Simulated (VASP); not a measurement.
# SnO2 (Cassiterite) (P4_2/mnm) in VASP: a series of runs

Runs on SnO2 (Cassiterite). Level: LDA. Tasks: single point.

All numbers are computed with VASP 6.6.1; they aren't measurements. Logs are shortened: lines on timing, memory, paths and dates and some standing lists are left out, and cuts for length are marked.

### 1 The undisturbed crystal

Symmetry: P4_2/mnm, No. 136, tetragonal system. Conventional cell: a = 4.738 Å, b = 4.738 Å, c = 3.187 Å, α = 90.00°, β = 90.00°, γ = 90.00°. Sn (site symmetry mmm) is surrounded by 6 O at 2.05 to 2.06 Å. O (site symmetry m2m) has 3 Sn at 2.05 to 2.06 Å as nearest neighbours.

### 2 Single point, LDA

File INCAR:

```
  PREC = Accurate
  ENCUT = 900
  EDIFF = 1E-8
  ISMEAR = 0
  SIGMA = 0.05
  LREAL = F
  LASPH = T
  NELM = 100
  ALGO = Normal
  ISIF = 2
  LWAVE = F
  LCHARG = F
  GGA = CA
  NBANDS = 35
  ADDGRID = F
```

File KPOINTS:

```
Automatic mesh
0
Gamma
  7 7 10
```

File POSCAR:

```
SnO2
1.0
    4.7380000000      0.0000000000      0.0000000000
    0.0000000000      4.7380000000      0.0000000000
    0.0000000000      0.0000000000      3.1865000000
Sn O
2 4
Direct
    0.5083380000      0.5032920000      0.5086530000
   -0.0051220000      0.0135540000     -0.0007820000
    0.8109230000      0.1826710000      0.5004320000
    0.6982190000      0.6813010000      0.0618330000
    0.2015220000      0.8103230000      0.4933280000
    0.2970720000      0.3208310000      0.0016070000
```

Potentials or basis: VASP PAW LDA potentials, release 64 (Sn_d, O).

The run is started by

```
$ cat potpaw_LDA.64/Sn_d/POTCAR potpaw_LDA.64/O/POTCAR > POTCAR
$ mpirun -np 1 vasp_std > vasp.out
```

OUTCAR:

```text
PREC = Accurate
   ENCUT = 900
   EDIFF = 1E-8
   ISMEAR = 0
   LREAL = F
   LASPH = T
   NELM = 100
   ISIF = 2
   GGA = CA

 ion  position               nearest neighbor table
   1  0.508  0.503  0.509-   4 1.88   6 2.05   5 2.06   6 2.09   3 2.09   4 2.15   2 3.63   2 3.65
                             2 3.69   2 3.71   2 3.71   2 3.73
   2  0.995  0.014  0.999-   3 1.98   3 1.99   6 2.04   5 2.09   5 2.12   4 2.12   1 3.63   1 3.65
                             1 3.69   1 3.71   1 3.71   1 3.73
   3  0.811  0.183  0.500-   2 1.98   2 1.99   1 2.09
   4  0.698  0.681  0.062-   1 1.88   2 2.12   1 2.15
   5  0.202  0.810  0.493-   1 2.06   2 2.09   2 2.12
   6  0.297  0.321  0.002-   2 2.04   1 2.05   1 2.09

  LATTYP: Found a simple tetragonal cell.
 ALAT       =     4.7380000000
 C/A-ratio  =     0.6725411566

  Lattice vectors:

 A1 = (   4.7380000000,   0.0000000000,   0.0000000000)
 A2 = (   0.0000000000,   4.7380000000,   0.0000000000)
 A3 = (   0.0000000000,   0.0000000000,   3.1865000000)

Analysis of symmetry for initial positions (statically):
=====================================================================
 Subroutine PRICEL returns:
 Original cell was already a primitive cell.

 Routine SETGRP: Setting up the symmetry group for a
 simple tetragonal supercell.

 Subroutine GETGRP returns: Found  1 space group operations
 (whereof  1 operations were pure point group operations)
 out of a pool of 16 trial point group operations.

The static configuration has the point symmetry C_1 .

Analysis of symmetry for dynamics (positions and initial velocities):
=====================================================================
 Subroutine PRICEL returns:
 Original cell was already a primitive cell.

 Routine SETGRP: Setting up the symmetry group for a
 simple tetragonal supercell.

 Subroutine GETGRP returns: Found  1 space group operations
 (whereof  1 operations were pure point group operations)
 out of a pool of 16 trial point group operations.

The dynamic configuration has the point symmetry C_1 .

 Subroutine INISYM returns: Found  1 space group operations
 (whereof  1 operations are pure point group operations),
 and found     1 'primitive' translations

----------------------------------------------------------------------------------------

                                     Primitive cell

  volume of cell :      71.5326

  direct lattice vectors                    reciprocal lattice vectors
     4.738000000  0.000000000  0.000000000     0.211059519  0.000000000  0.000000000
     0.000000000  4.738000000  0.000000000     0.000000000  0.211059519  0.000000000
     0.000000000  0.000000000  3.186500000     0.000000000  0.000000000  0.313823945

  length of vectors
     4.738000000  4.738000000  3.186500000     0.211059519  0.211059519  0.313823945

  position of ions in fractional coordinates (direct lattice)
     0.508338000  0.503292000  0.508653000
     0.994878000  0.013554000  0.999218000
     0.810923000  0.182671000  0.500432000
     0.698219000  0.681301000  0.061833000
     0.201522000  0.810323000  0.493328000
     0.297072000  0.320831000  0.001607000

  ion indices of the primitive-cell ions
   primitive index   ion index
                 1           1
                 2           2
                 3           3
                 4           4
                 5           5
                 6           6

----------------------------------------------------------------------------------------

 KPOINTS: Automatic mesh

Automatic generation of k-mesh.
 Grid dimensions read from file:
 generate k-points for:    7    7   10

 Generating k-lattice:

  Cartesian coordinates                     Fractional coordinates (reciprocal lattice)
     0.030151360  0.000000000  0.000000000     0.142857143  0.000000000  0.000000000
     0.000000000  0.030151360  0.000000000     0.000000000  0.142857143  0.000000000
     0.000000000  0.000000000  0.031382394     0.000000000  0.000000000  0.100000000

  Length of vectors
     0.030151360  0.030151360  0.031382394

  Shift w.r.t. Gamma in fractional coordinates (k-lattice)
     0.000000000  0.000000000  0.000000000

 Subroutine IBZKPT returns following result:
 ===========================================

 Found    246 irreducible k-points:

 Following reciprocal coordinates:
            Coordinates               Weight
  0.000000  0.000000  0.000000      1.000000
  0.142857  0.000000  0.000000      2.000000
  0.000000  0.142857  0.000000      2.000000
  0.285714  0.000000  0.000000      2.000000
  0.000000  0.285714  0.000000      2.000000
  0.428571  0.000000  0.000000      2.000000
[... 16 lines left out ...]
  0.285714  0.428571  0.000000      2.000000
  0.428571  0.428571  0.000000      2.000000
 [... further k-points ...]
   k-points           NKPTS =    246   k-points in BZ     NKDIM =    246   number of bands    NBANDS=     35
   number of dos      NEDOS =    301   number of ions     NIONS =      6
   total plane-waves  NPLWV =  73728
   dimension x,y,z NGX =    48 NGY =   48 NGZ =   32
   dimension x,y,z NGXF=    96 NGYF=   96 NGZF=   64
   ions per type =               2   4
   NGX,Y,Z   is equivalent  to a cutoff of  16.84, 16.84, 16.70 a.u.
   NGXF,Y,Z  is equivalent  to a cutoff of  33.68, 33.68, 33.39 a.u.
 SYSTEM =  unknown system
   PREC   = accura    normal or accurate (medium, high low for compatibility)
   ISTART =      0    job   : 0-new  1-cont  2-samecut
   ICHARG =      2    charge: 1-file 2-atom 10-const
   ISPIN  =      1    spin polarized calculation?
   LNONCOLLINEAR =      F non collinear calculations
   LSORBIT =      F    spin-orbit coupling
   LASPH  =      T    aspherical Exc in radial PAW
   ENCUT  =  900.0 eV  66.15 Ry    8.13 a.u.  11.59 11.59  7.79*2*pi/ulx,y,z
   NELM   =    100;   NELMIN=  2; NELMDL= -5     # of ELM steps
   EDIFF  = 0.1E-07   stopping-criterion for ELM
   LREAL  =      F    real-space projection
   EDIFFG = 0.1E-06   stopping-criterion for IOM
   NSW    =      0    number of steps for IOM
   IBRION =     -1    ionic relax: 0-MD 1-quasi-New 2-CG
   NFREE  =      0    steps in history (QN), initial steepest desc. (CG)
   ISIF   =      2    stress and relaxation
   ISYM   =      2    0-nonsym 1-usesym 2-fastsym
   POTIM  = 0.5000    time-step for ionic-motion
   TEBEG  =    0.0;   TEEND  =   0.0 temperature during run
   PSTRESS=    0.0 pullay stress
   NELECT =      52.0000    total number of electrons
   NUPDOWN=      -1.0000    fix difference up-down
   EMIN   =  10.00;   EMAX   =-10.00  energy-range for DOS
   EFERMI =   0.00;   METHOD = LEGACY
   ISMEAR =     0;   SIGMA  =   0.05  broadening in eV -4-tet -1-fermi 0-gaus
   EFERMI_NEDOS =   21; number of points for ismear=-14 and -15
   IALGO  =     38    algorithm
   IMIX   =      4    mixing-type and parameters
     AMIX     =   0.40;   BMIX     =  1.00
     AMIX_MAG =   1.60;   BMIX_MAG =  1.00
  volume/ion in A,a.u.               =      11.92        80.45
  Fermi-wavevector in a.u.,A,eV,Ry     =   1.472000  2.781677 29.480903  2.166785
  Thomas-Fermi vector in A             =   2.587068
   LORBIT       =      0    0 simple, 1 ext, 2 COOP (PROOUT), +10 PAW based schemes
   GGA     = CA    functional components
   LHFCALC =     F    Hartree Fock is set to
   AEXX    =    0.0000 exact exchange contribution
   IVDW    =     0    specifies the selected vdW correction
   LEPSILON=     F    determine dielectric tensor
   LRPA    =     F    only Hartree local field effects (RPA)
 non-spin polarized calculation
 Gauss-broadening in eV      SIGMA  =   0.05
  energy-cutoff  :      900.00
  volume of cell :       71.53
 maximum number of plane-waves:      4426
   NGX = 23   NGY = 23   NGZ = 15

 number of electron      52.0000001 magnetization

 Free energy of the ion-electron system (eV)
  ---------------------------------------------------
  ext. energy  EPLUGINS =         0.00000000
  ---------------------------------------------------
  free energy    TOTEN  =       -41.86409964 eV

  energy without entropy =      -41.86409964  energy(sigma->0) =      -41.86409964

 E-fermi :   6.2249     XC(G=0): -11.7922

 val. band max:        5.9602543572   @ k =   0.0000   0.0000   0.0000
 cond. band min:       7.0575423598   @ k =   0.0000   0.0000   0.0000
 fundamental gap:      1.0972880026
 Fermi energy:         6.2248510170

 k-point     1 :       0.0000    0.0000    0.0000
  band No.  band energies     occupation
      1     -15.2120      2.00000
      2     -14.5750      2.00000
      3     -14.1459      2.00000
      4     -14.1336      2.00000
      5     -14.1130      2.00000
      6     -13.9758      2.00000
[... 27 lines left out ...]
     34      17.7097      0.00000
     35      18.1019      0.00000

 k-point     2 :       0.1429    0.0000    0.0000
  band No.  band energies     occupation
      1     -15.1840      2.00000
      2     -14.5973      2.00000
      3     -14.1565      2.00000
      4     -14.1325      2.00000
      5     -14.1093      2.00000
      6     -13.9986      2.00000
[... 27 lines left out ...]
     34      17.7229      0.00000
     35      18.0793      0.00000

 k-point     3 :       0.0000    0.1429    0.0000
  band No.  band energies     occupation
      1     -15.1841      2.00000
      2     -14.6002      2.00000
      3     -14.1497      2.00000
      4     -14.1324      2.00000
      5     -14.1126      2.00000
      6     -13.9991      2.00000
[... 27 lines left out ...]
     34      17.6428      0.00000
     35      18.0681      0.00000
[... 723 lines left out ...]
 k-point    23 :       0.2857    0.4286    0.0000
  band No.  band energies     occupation
      1     -14.9951      2.00000
      2     -14.9009      2.00000
      3     -14.1571      2.00000
      4     -14.1339      2.00000
      5     -14.1053      2.00000
      6     -14.0570      2.00000
[... 27 lines left out ...]
     34      17.8771      0.00000
     35      18.3396      0.00000

 k-point    24 :       0.4286    0.4286    0.0000
  band No.  band energies     occupation
      1     -14.9883      2.00000
      2     -14.9582      2.00000
      3     -14.1518      2.00000
      4     -14.1357      2.00000
      5     -14.1028      2.00000
      6     -14.0578      2.00000
[... 27 lines left out ...]
     34      17.9389      0.00000
     35      18.4296      0.00000

 [... further k-points ...]
[... 5 lines left out ...]
  --------------------------------------------------------------------------------------
  -------------------------------------------------------------------------------------
  Total        0.8988104      0.8260692      2.5767538      0.3736676     -1.5134790     -1.4907662
  in kB       20.1314300     18.5021830     57.7137730      8.3693558    -33.8986920    -33.3899747
  external PRESSURE =      32.1157953 kB  Pullay stress =       0.0000000 kB

 VOLUME and BASIS-vectors are now :
 -----------------------------------------------------------------------------
  energy-cutoff  :      900.00
  volume of cell :       71.53
      direct lattice vectors                 reciprocal lattice vectors
     4.738000000  0.000000000  0.000000000     0.211059519  0.000000000  0.000000000
     0.000000000  4.738000000  0.000000000     0.000000000  0.211059519  0.000000000
     0.000000000  0.000000000  3.186500000     0.000000000  0.000000000  0.313823945

 POSITION                                       TOTAL-FORCE (eV/Angst)
 -----------------------------------------------------------------------------------
      2.40851      2.38460      1.62082        -1.678570     -0.760920      2.122708
      4.71373      0.06422      3.18401         1.481384     -1.869521      0.055967
      3.84215      0.86550      1.59463        -1.299598      1.033957      0.298446
      3.30816      3.22800      0.19703         1.518505      1.383414     -3.061846
      0.95481      3.83931      1.57199        -0.342106      0.423389      0.542752
      1.40753      1.52010      0.00512         0.320383     -0.210319      0.041972
 -----------------------------------------------------------------------------------
    total drift:                                0.000021     -0.000014     -0.000149

  FREE ENERGIE OF THE ION-ELECTRON SYSTEM (eV)
  ---------------------------------------------------
  free  energy   TOTEN  =       -41.8640996444 eV

  energy  without entropy=      -41.8640996444  energy(sigma->0) =      -41.86409964
```

Run time: 27 min. Hardware: 1 thread of Intel Xeon Platinum 8259CL at 2.50GHz (Skylake/Cascade Lake), shared host; peak memory 1 GiB.

What came out:

```
Free energy            : -41.8641 eV
Pressure               : 3.2 GPa
Largest force          : 3.687 eV/Å
Band gap on the k mesh : 1.10 eV, direct
```

Forces on the atoms (eV/Å):
```
Sn  -1.679 -0.761  2.123
Sn   1.481 -1.870  0.056
O   -1.300  1.034  0.298
O    1.519  1.383 -3.062
O   -0.342  0.423  0.543
O    0.320 -0.210  0.042
```

Levels at points of the mesh, in eV from the valence-band top:
```csv
k point,band 24,band 25,band 26,band 27,band 28,band 29
"(0.00, 0.00, 0.00)",-0.94,-0.85,0.00,1.10,5.64,5.99
"(0.00, 0.00, 0.50)",-1.73,-1.35,-1.08,5.72,6.13,8.98
```

Caveat: spin-orbit coupling is left out, which moves the levels of the heavy elements.

### 3 Single point, LDA

INCAR, as its differences from that of step 2:

```diff
@@ -1,4 +1,4 @@
   PREC = Accurate
-  ENCUT = 900
-  EDIFF = 1E-8
+  ENCUT = 500
+  EDIFF = 1E-7
   ISMEAR = 0
```

File KPOINTS:

```
Automatic mesh
0
Gamma
  6 6 9
```

POSCAR is that of step 2.

Potentials or basis: VASP PAW LDA potentials, release 64 (Sn_d, O).

The run is started by

```
$ cat potpaw_LDA.64/Sn_d/POTCAR potpaw_LDA.64/O/POTCAR > POTCAR
$ mpirun -np 1 vasp_std > vasp.out
```

It took 5.1 min on 1 thread of Intel Xeon Platinum 8259CL at 2.50GHz (Skylake/Cascade Lake), shared host; peak memory 0.37 GiB.

The run converged, but some of its settings lie outside the range that counts as converged, so its numbers aren't taken as properties of the crystal.

What came out:

| Quantity | Value |
| --- | --- |
| Free energy | -41.8320 eV |
| Pressure | 3.0 GPa |
| Largest force | 3.697 eV/Å |
| Band gap on the k mesh | 1.09 eV, direct |

Caveat: spin-orbit coupling is left out, which moves the levels of the heavy elements.

### 4 Single point, LDA

INCAR is that of step 3.

File KPOINTS:

```
Automatic mesh
0
Gamma
  7 7 10
```

POSCAR is that of step 3.

The run is started by

```
$ cat potpaw_LDA.64/Sn_d/POTCAR potpaw_LDA.64/O/POTCAR > POTCAR
$ mpirun -np 1 vasp_std > vasp.out
```

Wall time 12 min (1 thread of Intel Xeon Platinum 8259CL at 2.50GHz (Skylake/Cascade Lake), shared host); peak memory 0.49 GiB.

These settings aren't checked as converged: the numbers below hold their error.

Results:

| Item | Value |
| --- | --- |
| Free energy | -41.8320 eV |
| Pressure | 3.0 GPa |
| Largest force | 3.697 eV/Å |
| Band gap on the k mesh | 1.09 eV, direct |

Caveat: spin-orbit coupling is left out, which moves the levels of the heavy elements.

(Continued in part 2 of 2.)
